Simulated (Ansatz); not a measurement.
## Debugging a many-body input for CuI (Marshite)

Aim: the G0W0 gap of CuI (Marshite). The first input has a fault.

Calculated with Ansatz 0.2.0; G0W0 on PBE, plane waves, PAW.

The database entry behind the starting cell differs from later determinations by our own check (about 0.15 % long (mineral sample)), so it need not match the best structure at ambient conditions.

In doubt: one-shot GW on d or f shells is unsure, so the values of those runs are not to be relied on.

### Step 1. Set-up

The structure is cubic, space group F-43m (No. 216). Conventional cell: a = 6.063 Å, b = 6.063 Å, c = 6.063 Å, α = 90.00°, β = 90.00°, γ = 90.00°. Nearest to Cu lie 4 I at 2.63 Å. Nearest to I lie 4 Cu at 2.63 Å. Farther neighbours and most contacts between anions are not listed.

Structure file:

```cif
data_structure
_symmetry_space_group_name_H-M 'F-43m'
_symmetry_Int_Tables_number 216
_cell_length_a 6.0630
_cell_length_b 6.0630
_cell_length_c 6.0630
_cell_angle_alpha 90.000
_cell_angle_beta 90.000
_cell_angle_gamma 90.000
_cell_volume 222.88
loop_
_atom_site_label
_atom_site_type_symbol
_atom_site_symmetry_multiplicity
_atom_site_Wyckoff_symbol
_atom_site_fract_x
_atom_site_fract_y
_atom_site_fract_z
_atom_site_occupancy
Cu1 Cu 4 d 0.25000 0.25000 0.75000 1
I1 I 4 a 0.00000 0.00000 0.00000 1
```

The cell and positions come from the Crystallography Open Database and are kept as given unless a step says otherwise. Spin-orbit coupling is left out unless a step names it. The default PAW set here is soft_2. Its files were made with PBE.

### Step 2. First try

Input file input.yaml:

```yaml
crystal:
  lattice:
    - [0.0, 3.0315, 3.0315]
    - [3.0315, 0.0, 3.0315]
    - [3.0315, 3.0315, 0.0]
  atoms:
    - { symbol: Cu, position: [0.25, 0.25, 0.25] }
    - { symbol: I, position: [0.0, 0.0, 0.0] }
kpoints:
  mp_grid: { grid: [4, 4, 4] }
hamiltonian:
  xc: pbe
scf:
  occupations: { method: fixed }
gw:
  n_empty_bands: 90
  ecut_chi: 10
  qp_bands: [v2, c2]
  qp_kpoints: band_edges
  screening: { model: contour_deformation }
```

The run is started by

```
> ansatz run input.yaml --threads 3 --pin off --max-ram 92160MiB --backend cuda --events-out ev --progress --plain --runs-dir out --devices 1 --max-vram 13GiB  # rebuilt from the run's record
```

Numbers of over 12 decimals in the logs are rounded to 6 here.

What it wrote:

```text
GPUs: using 1 of 1 available (devices: 1).
Engine: ansatz 0.2.0, x86_64-unknown-linux-gnu
Pseudopotentials: kind: paw
Pseudopotential: Cu, paw, valence charge 19, recommended cutoff 420 eV (normal), Cu.paw.azcp
Pseudopotential: I, paw, valence charge 17, recommended cutoff 420 eV (normal), I.paw.azcp
Functional definition: PBE
  parameter kappa = 0.804
  parameter beta = 0.066725
  exchange = pbe_x(kappa = kappa, mu = beta*pi^2/3)
  correlation = pbe_c(beta = beta)
device memory: the entry about to start is reckoned to put 1.0 GiB on a device that reports 63.1 GiB free (of which the cap on the GPU budget leaves the run 13.0 GiB)
GPU FFT provider: cuFFT
GPU libraries: cuBLAS 13.8.2, cuFFT 12.4.0, cuSOLVER 12.3.4
Crystal: 2 atoms, lattice volume = 55.719 Å³
Basis set: ecut = 420 eV, 1067 PW (Γ)
Bands: 22, of which v1, the nominal top of the filled ones, is band 18 counted from 1 (17 counted from 0)
Symmetry: 24 space group operations
Space group: F-43m (ITA 216), of the structure as read, at distance tolerance 3.8e-5 Å
k-points: 8 of 64 (time reversal used)
Non-local potential: Cu, projectors of the file, l = 0: 3, l = 1: 2, l = 2: 3, l = 3: 1
Non-local potential: I, projectors of the file, l = 0: 2, l = 1: 2, l = 2: 2, l = 3: 2
PAW form: soft (Blöchl's): semilocal exchange-correlation on the pseudo side does not see the compensation charge
PAW one-centre angular grid: Cu, 590 points (default); XC on 64 Gauss nodes
PAW one-centre angular grid: I, 590 points (default); XC on 64 Gauss nodes
Initial density: superposition of atomic densities (neutral atoms: chi_scale 0, normalization atom), corrected by the library's trained network
Initial wavefunctions: pseudopotential atomic-orbital guess
GPU buffer pool allocated for 27000 grid points (all kernels)
GPU transforms: local potential and band sums: pruned to the plane-wave sphere, on 30×30×30
Functional: x = pbe(κ = 0.804, μ = 0.219515), c = pbe(β = 0.066725)
SCF iter   1: F=—  HF=-14138.331842 eV  |F-HF|=—  |Δ(HF+E_count)|=         —  Δρ=1.70e-3  dr2=9.33e-4  ethr=1.77e-3  ⟨swp⟩=5.0  Hψ=719  notcnv=0  defer=11
preconditioner: auto → none  [insulator: Δε(μ)=1.133 eV  Ē_g=8.933 eV  n_scr=14 (ndim 8)  ℏωp=21.1 eV  f_vac=0.179  ε∞_Penn≈6.6]
SCF iter   2: F=—  HF=-14138.332143 eV  |F-HF|=—  |Δ(HF+E_count)|=   3.01e-4  Δρ=2.39e-3  dr2=1.97e-3  ethr=2.59e-6  ⟨swp⟩=3.0  Hψ=432  notcnv=0  defer=12
SCF iter   3: F=—  HF=-14138.331666 eV  |F-HF|=—  |Δ(HF+E_count)|=   4.77e-4  Δρ=2.16e-4  dr2=1.70e-5  ethr=2.59e-6  ⟨swp⟩=2.0  Hψ=323  notcnv=0  defer=12
SCF iter   4: F=—  HF=-14138.331683 eV  |F-HF|=—  |Δ(HF+E_count)|=   1.73e-5  Δρ=8.13e-5  dr2=1.52e-6  ethr=4.71e-8  ⟨swp⟩=2.0  Hψ=247  notcnv=0  defer=12
SCF iter   5: F=—  HF=-14138.331691 eV  |F-HF|=—  |Δ(HF+E_count)|=   7.81e-6  Δρ=1.96e-5  dr2=1.11e-7  ethr=4.23e-9  ⟨swp⟩=2.0  Hψ=248  notcnv=0  defer=12
SCF iter   6: F=-14138.331692 eV  HF=-14138.331692 eV  |F-HF|=3.43e-8  |Δ(HF+E_count)|=   6.14e-7  Δρ=3.63e-6  dr2=6.50e-9  ethr=2.78e-10  ⟨swp⟩=6.1  Hψ=630  notcnv=0
SCF 1 converged in 6 iterations: F = -14138.331692 eV  dr2 = 6.50e-9
[...]
device memory: the entry about to start is reckoned to put 1.6 GiB on a device that reports 63.1 GiB free (of which the cap on the GPU budget leaves the run 13.0 GiB)
NSCF: frozen V_eff on 8 k-points
[...]
device memory: the entry about to start is reckoned to put 2.5 GiB on a device that reports 63.1 GiB free (of which the cap on the GPU budget leaves the run 13.0 GiB)
NSCF: frozen V_eff on 8 k-points
G₀W₀ screening: q 1/8
[... further progress lines ...]
device memory: the entry about to start is reckoned to put 0.3 GiB on a device that reports 63.6 GiB free (of which the cap on the GPU budget leaves the run 13.0 GiB)
NSCF: frozen V_eff on 1 k-points
SCF converged after 6 iterations
Free energy (F): -14138.331692 eV
Harris-Foulkes:  -14138.331692 eV  (|F-HF|=3.43e-8)
[...]
E_aug_tail   = 0.000298  (compensation charges beyond the density's cutoff)
  E_ewald      = -4154.131452
  E_smearing   = -0.000000  (= −TS)
  E_closure    = -0.000000  (closes the sum)
  Σ components = -14138.331692   (vs F -14138.331692, Δ=0.00e0)
--- Band table (eV; the first three rows and the last of 8) ---
  k-point 0: bands = [... 14 lower, 6.3142, 8.1682, 8.1682, 8.1682, 9.2866, 13.0372, 13.0372, 13.0372]
  k-point 1: bands = [... 14 lower, 6.3052, 6.8932, 7.7964, 7.7964, 10.4191, 13.5934, 13.5934, 13.6378]
  k-point 2: bands = [... 14 lower, 6.3428, 6.3878, 7.4574, 7.4574, 10.3047, 13.5813, 13.5813, 15.5510]
  k-point 7: bands = [... 14 lower, 6.2657, 6.3973, 6.5665, 6.9083, 12.6499, 12.8188, 14.1741, 14.5533]
--- G₀W₀: contour deformation, 7 samples at zero and on the imaginary axis and 2 off it, 64 q-points, 90 empty bands' worth ---
  eigenvalues of the whole cell's RPA ε∞ on this k-mesh (on a slab, of 1 + 4πα/V) = 10.0664, 10.0664, 10.0664; static W/v taken at q = 0 is 0.099340
  bands read: the sum over 108 bands ends inside a degenerate multiplet in 4 slots, whose members it reads at an even weight; the widest, k=0: bands 107 to 109 (counted from 1) at 2/3 each
  gw.qp_kpoints: band_edges: 7 of 8 stored k-points solved, in 2 passes; an edge of the gap read off the rows below is read off those points alone
    valence top: of the k-points left out ik 7 came nearest to being solved in a further pass, in band 18 (counted from 1, as in the quasiparticle table): it holds the edge there only if its correction is more favourable than any solved in that band by at least 1.260 eV; those differ by 0.750 eV
    conduction bottom: of the k-points left out ik 7 came nearest to being solved in a further pass, in band 19 (counted from 1, as in the quasiparticle table): it holds the edge there only if its correction is more favourable than any solved in that band by at least 2.466 eV; those differ by 0.967 eV
  `?` marks the rows in doubt; gw_qp.tsv's column doubts and the gw_qp event give each row's grounds
    ik  band        ε_KS         Σx   Σc(E_QP)       V_xc       Z   E_QP_lin       E_QP  E_QP is
     0    17      8.1682   -35.9175     3.8238   -29.8332  0.7777     5.9668     5.9077  root
     0    18      8.1682   -35.9175     3.8238   -29.8332  0.7777     5.9668     5.9077  root
     0    19      9.2866    -8.0614    -3.4985   -12.5033  0.7999    10.3084    10.2300  root ?
     0    20     13.0372    -6.6460    -3.6194   -11.1429  0.7848    13.9759    13.9146  root ?
     1    17      7.7964   -36.2722     4.1078   -29.7974  0.7715     5.4664     5.4295  root
     1    18      7.7964   -36.2722     4.1078   -29.7974  0.7715     5.4664     5.4295  root
     1    19     10.4191    -8.1077    -3.5353   -12.6165  0.7957    11.4862    11.3925  root ?
     1    20     13.5934    -7.1787    -3.7491   -11.7666  0.7770    14.4811    14.4321  root
     2    17      7.4574   -36.5063     4.3918   -29.6781  0.7654     5.0345     5.0211  root
     2    18      7.4574   -36.5063     4.3918   -29.6781  0.7654     5.0345     5.0211  root
     2    19     10.3047    -8.7429    -3.3912   -13.0086  0.7968    11.2356    11.1792  root
     2    20     13.5813    -7.7807    -3.6924   -12.1337  0.7776    14.2653    14.2419  root
     3    17      7.2875   -37.8565     4.6501   -30.5959  0.7600     4.6632     4.6770  root
     3    18      7.2875   -37.8565     4.6501   -30.5959  0.7600     4.6632     4.6770  root
     3    19     11.3652    -9.9749    -3.4839   -14.3993  0.7899    12.3856    12.3056  root ?
     3    20     11.5544    -6.6479    -3.4655   -10.6259  0.7940    12.0788    12.0669  root
     4    17      6.8961   -41.6042     5.3702   -33.2450  0.7482     3.8126     3.9070  root
     4    18      7.0292   -39.0851     5.0290   -31.3109  0.7534     4.2322     4.2840  root
     4    19     11.3383    -9.3202    -3.3687   -13.3302  0.7926    12.0011    11.9796  root
     4    20     12.7956    -8.6009    -3.7156   -13.0751  0.7799    13.5911    13.5541  root
     5    17      6.7890   -41.7501     5.4865   -33.2375  0.7451     3.6546     3.7630  root ?
     5    18      7.4874   -37.3879     4.4584   -30.4053  0.7651     4.9681     4.9633  root
     5    19     11.5999    -8.8513    -3.6868   -13.5507  0.7878    12.7346    12.6125  root ?
     5    20     13.4102    -7.1263    -3.8136   -11.5439  0.7764    14.0337    14.0142  root
     6    17      6.6693   -41.6485     5.6848   -32.9531  0.7413     3.5408     3.6586  root ?
     6    18      6.6693   -41.6485     5.6848   -32.9531  0.7413     3.5408     3.6586  root ?
     6    19     10.8735    -9.4132    -3.1420   -12.6009  0.7971    10.9193    10.9192  root
     6    20     11.0618   -10.8944    -3.1907   -14.6263  0.7936    11.6163    11.6029  root
[key lines of the parts left out:]
Fermi energy:    8.168152 eV
```

Elapsed: 4.5 s, on 1 × NVIDIA H100 80GB HBM3 (shared by 6 runs) with 3 threads of AMD EPYC 7R13 (Zen 3), shared host; peak memory 1.1 GiB; 5.8 s of CPU time.

**What went wrong?**

The run ended normally, though the input holds a fault or crude settings.

The fault: screening cutoff of 10 eV. Nearly all local fields and short-range correlation are left out.

It printed a gap of 4.32 eV, which is an artefact of the settings.

### Step 3. A better input

G0W0 replaces the xc potential by the self-energy, built once from these orbitals. Only a window of levels is corrected, while the sums run over the empty bands that the input names.

Edit input.yaml of step 2 so:

```diff
@@ -15,4 +15,4 @@
 gw:
-  n_empty_bands: 90
-  ecut_chi: 10
+  n_empty_bands: 166
+  ecut_chi: 120
   qp_bands: [v2, c2]
```

What it wrote:

```text
GPUs: using 1 of 1 available (devices: 1).
[...]
GPU FFT provider: cuFFT
GPU libraries: cuBLAS 13.8.2, cuFFT 12.4.0, cuSOLVER 12.3.4
Crystal: 2 atoms, lattice volume = 55.719 Å³
Basis set: ecut = 420 eV, 1067 PW (Γ)
Bands: 22, of which v1, the nominal top of the filled ones, is band 18 counted from 1 (17 counted from 0)
[... 1 set-up line as in the run before ...]
[...]
k-points: 8 of 64 (time reversal used)
[...]
GPU buffer pool allocated for 27000 grid points (all kernels)
[...]
SCF iter   1: F=—  HF=-14138.331842 eV  |F-HF|=—  |Δ(HF+E_count)|=         —  Δρ=1.70e-3  dr2=9.33e-4  ethr=1.77e-3  ⟨swp⟩=5.0  Hψ=719  notcnv=0  defer=11
[...]
SCF iter   6: F=-14138.331692 eV  HF=-14138.331692 eV  |F-HF|=3.43e-8  |Δ(HF+E_count)|=   6.14e-7  Δρ=3.63e-6  dr2=6.50e-9  ethr=2.78e-10  ⟨swp⟩=6.1  Hψ=630  notcnv=0
SCF 1 converged in 6 iterations: F = -14138.331692 eV  dr2 = 6.50e-9
[...]
0    17      8.1682   -35.9175     5.5276   -29.8332  0.7020     7.5953     7.6115  root
     0    18      8.1682   -35.9175     5.5276   -29.8332  0.7020     7.5953     7.6115  root
     0    19      9.2866    -8.0614    -4.1682   -12.5033  0.7730     9.5630     9.5602  root
     0    20     13.0372    -6.6460    -4.2780   -11.1429  0.7534    13.2581    13.2560  root
     1    17      7.7964   -36.2722     5.8925   -29.7974  0.6942     7.1956     7.2142  root
     1    18      7.7964   -36.2722     5.8925   -29.7974  0.6942     7.1956     7.2142  root
     1    19     10.4191    -8.1077    -4.2092   -12.6165  0.7667    10.7223    10.7187  root
     1    20     13.5934    -7.1787    -4.3529   -11.7666  0.7455    13.8307    13.8283  root
[...]
6    17      6.6693   -41.6485     8.0987   -32.9531  0.6500     6.0498     6.0726  root
     6    18      6.6693   -41.6485     8.0987   -32.9531  0.6500     6.0498     6.0726  root
     6    19     10.8735    -9.4132    -3.1485   -12.6009  0.7687    10.9127    10.9126  root
     6    20     11.0618   -10.8944    -3.4688   -14.6263  0.7589    11.3274    11.3248  root
[key lines of the parts left out:]
SCF converged after 6 iterations
Free energy (F): -14138.331692 eV
Fermi energy:    8.168152 eV
```

Wall time 6.3 s (1 × NVIDIA H100 80GB HBM3 (shared by 6 runs) with 3 threads); peak memory 1.1 GiB; 8 s of CPU time.

This step gave:

| Property | Result |
| --- | --- |
| bands summed | 184 |
| RPA ε∞ on this mesh (eigenvalues) | 9.418, 9.418, 9.418 |
| plane waves in the screening matrix | 169 |
| q-points in the mesh | 64 |
| G0W0 gap on the mesh | 1.949 eV |
| k of the valence top | 0, 0, 0 |
| k of the conduction bottom | 0, 0, 0 |
| starting gap on the mesh | 1.118 eV |
| Z at the valence top | 0.7020 |
| Z at the conduction bottom | 0.7730 |
| least direct G0W0 gap on the computed points | 1.949 eV |

The gap on the mesh goes from 1.12 eV to 1.95 eV, a correction of +0.83 eV. Between the two edge states, bare exchange in place of the xc potential would open the gap by 10.53 eV, and correlation takes back 9.70 eV.

### Step 4. Outcome

- first try: converged after 4.5 s
- better run: G0W0 gap on the mesh 1.95 eV (4×4×4 mesh, 166 empty bands, screening to 120 eV)

**Reading.** The second run differs in: empty bands and screening cutoff (eV). Bands and cutoff are finite, so the gap is not at the basis limit. The miss can reach some tenths of an eV and take either sign; the mesh is an error of its own. A d shell, filled or nearly so, lies near the gap. One-shot GW converges very slowly in bands there, not always from below, and on a semilocal start the gap tends to come out low; starts rich in exact exchange can overshoot instead. The many-body steps are scalar-relativistic: spin-orbit coupling is not in them.

[Paths, hosts, dates, memory and timing lines, banners, echoed tables and standing remarks are left out of the program output.]

[Logs are printed without paths, hosts, clocks, repeated set-up lines and the standing remarks that a program may print on its own settings, such as how far it seeks lower states.]

[Runs of the session that timed out or met a known fault of the program may be left out.]

[Cells called generated may have been cut or substituted from an entry of the Crystallography Open Database or the Materials Project.]

[Hosts, paths, dates, database ids (printed as entryN), source tags and the programs' standing remarks are cut or masked in the printed files.]
